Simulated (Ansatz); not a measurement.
## TiCo in Ansatz: the effect of functional

Crystal: TiCo.

```
Co Ti
1.0
     2.92515    0.00000    0.00000
     0.00000    2.92515    0.00000
     0.00000    0.00000    2.92515
Co Ti
1 1
Direct
  0.50000 0.50000 0.50000
  0.00000 0.00000 0.00000
```

The cell comes from a database or a generator and needn't be the stable form of this composition.

The cell isn't the ideal one: volume scaled by 0.94.

Alike in all runs:

| Item | Value |
| --- | --- |
| Program | Ansatz 0.2.0 |
| Task | single point |
| Potentials or basis | Ansatz PAW |
| k mesh | 9 × 9 × 9 |
| Occupations | fermi-dirac, width 0.05 eV |
| Spin | collinear spin, ferromagnetic start |
| Starting moments | [2.0, 1.0] μB |

One run gave: pressure -4.5 GPa; moment 0.44 μB. Which functional did it use?
A. LDA
B. PBE
C. r2SCAN

A.

```csv
functional,cutoff,pressure (GPa),moment (μB)
LDA,420 eV (not typed: the program's choice for these potentials),-4.5,0.44
r2SCAN,500 eV (not typed: the program's choice for these potentials),11.6,0.86
PBE,420 eV (not typed: the program's choice for these potentials),10.8,0.70
```

Caveats: the PAW data sets come from PBE, with cores solved anew for the run's functional, which leaves a small shift of forces and pressure (some runs); the magnetic or orbital state may not be the lowest (some runs); the starting moments weren't kept (some runs).
